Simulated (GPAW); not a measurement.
ZrO2:

```xyz
3
Lattice="0.0000 2.5451 2.5451 2.5451 0.0000 2.5451 2.5451 2.5451 0.0000" Properties=species:S:1:pos:R:3 pbc="T T T"
Zr    0.0000    0.0000    0.0000
O     3.8176    3.8176    3.8176
O     1.2725    1.2725    1.2725
```

Measurements of this composition are mostly on another form, of space group No. 14.

Base run:

| Quantity | Value |
| --- | --- |
| Program | GPAW 26.7.0 |
| Functional | r2SCAN |
| Potentials or basis | GPAW PAW data sets (gpaw-data 1.2.1) |
| Cutoff | 800 eV |
| Basis | pw |
| k mesh | 9 × 9 × 9 |
| Occupations | fermi-dirac, width 0.05 eV |
| Spin | no spin polarisation |

Its results: band gap on the k mesh 3.95 eV, indirect (least direct gap 4.44 eV); pressure -1.5 GPa.

Question: The run is repeated on the same cell with these changes: functional from r2SCAN to PBE. What comes out?

Answer: Band gap on the k mesh 3.41 eV, indirect (least direct gap 3.89 eV); pressure 1.7 GPa.

r2SCAN gives the wider gap, since meta-GGAs in the generalised Kohn-Sham scheme recover part of the derivative discontinuity.

Caveats: the PAW data sets were made with another functional, which shifts forces and pressure a little (some runs).

A k mesh can miss the band edges.
